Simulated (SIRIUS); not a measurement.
# KCl (Sylvite) under changes of volume

One of the cells (31.774 Å³/atom); the others are scaled copies at fixed shape and fractional positions:

```xyz
2
Lattice="0.0000 3.1673 3.1673 3.1673 0.0000 3.1673 3.1673 3.1673 0.0000" Properties=species:S:1:pos:R:3 pbc="T T T"
K     0.0000    0.0000    0.0000
Cl    3.1673    3.1673    3.1673
```

* Program: SIRIUS 7.12.0
* Functional: PBEsol
* Potentials or basis: PseudoDojo 0.4.1 PBEsol standard (scalar relativistic)
* Cutoff: 1030 eV
* Density cutoff: 4119 eV
* k mesh: 7 × 7 × 7
* Occupations: fermi-dirac, width 0.05 eV
* Spin: no spin polarisation

| volume (Å³/atom) | energy over the lowest point (meV/atom) | pressure (GPa) | gap on the mesh (eV) |
| --- | --- | --- | --- |
| 29.282 | ? | ? | ? |
| 29.905 | 0.46 | 0.3 | 5.16 |
| 30.528 | 0.00 | -0.1 | 5.09 |
| 31.774 | 3.22 | -0.7 | 4.97 |
| 32.397 | 6.59 | -1.0 | 4.91 |
| 33.020 | 10.96 | -1.2 | 4.85 |

Q: What does the run at 29.282 Å³/atom give?

A: Energy over the lowest point 2.55 meV/atom; pressure 0.8 GPa; gap on the mesh 5.23 eV.

Worked out: A Birch-Murnaghan fit of order 3 (a polynomial in V^(-2/3)) to the other rows has its minimum at 30.40 Å³/atom with B0 = V·E''(V) = 18.4 GPa and B' = 4.9. It gives 2.54 meV/atom at 29.282 Å³/atom, against the run's 2.55, and -dE/dV = 0.8 GPa, against 0.8. A straight line through the other rows of the gap, of slope -3.1 eV per unit of ln V, extrapolates to 5.22 eV, against the run's 5.23.

Energies are extrapolated to zero smearing.

Caveats: an odd mesh through Γ misses points on the zone boundary, where band edges often lie.
